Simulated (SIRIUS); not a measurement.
Runs of SIRIUS 7.12.0 on Pt. The structure is cubic, space group Fm-3m (No. 225). Conventional cell: a = 3.922 Å, b = 3.922 Å, c = 3.922 Å, α = 90.00°, β = 90.00°, γ = 90.00°. Pt (site symmetry m-3m) has 12 Pt at 2.77 Å as nearest neighbours. 

```tsv
level	V0 of scaled cells (Å³/atom)	B0 (GPa)
PBE+D4	15.22	274
PBE+D3	15.07	(a)
PBE	(b)	248
PBE+D3(BJ)	15.16	(c)
```

Alike in all rows: task equation of state; potentials or basis all-electron FP-LAPW, apw+lo standard; no spin polarisation; cell as given; k mesh 12 × 12 × 12; cutoff (eV) 181; smearing fermi-dirac 0.05 eV.

Task: Fill in the values left out.

Result: (a) 280; (b) 15.65; (c) 276.

Not every run made on this cell is shown here.
